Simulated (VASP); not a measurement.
Wanted: the native input for a VASP 6.6.1 run.

* Task: electric field gradients
* Functional: PBEsol
* Potentials or basis: VASP PAW PBE potentials, release 64 (Mg)
* Cutoff: 520 eV
* k mesh: 12 × 12 × 7
* Occupations: fermi-dirac, width 0.05 eV
* Spin: no spin polarisation
* Further INCAR settings: ALGO = Fast; EDIFF = 1e-07

The structure of Mg lies in POSCAR:

```
Mg
1.0
    3.2093000000      0.0000000000      0.0000000000
   -1.6046500000      2.7793353284      0.0000000000
    0.0000000000      0.0000000000      5.2103000000
Mg
2
Direct
    0.3333333333      0.6666666667      0.2500000000
    0.6666666667      0.3333333333      0.7500000000
```

The input as run:

INCAR

```
ALGO = Fast
EDIFF = 1E-7
ENCUT = 520
GGA = PS
ISIF = 2
ISMEAR = -1
LASPH = True
LCHARG = False
LEFG = True
LREAL = False
LWAVE = False
NELM = 60
PREC = Accurate
SIGMA = 0.05
```

KPOINTS

```
k-points
0
Gamma
  12 12 7
```

Potentials or basis: VASP PAW PBE potentials, release 64 (Mg).

The run is started by

```sh
$ cat potpaw_PBE.64/Mg/POTCAR > POTCAR
$ mpirun -np 1 vasp_std > vasp.out
```

It gave:

- Pressure: -1.2 GPa
- Band gap on the k mesh: none (metal or under the smearing width)

Caveat: the PAW data sets were made with another functional, which shifts forces and pressure a little.

Run time: 11 s on 1 thread of AMD EPYC 9R45 (Zen 5), with other jobs on the host, peak memory 0.13 GiB.
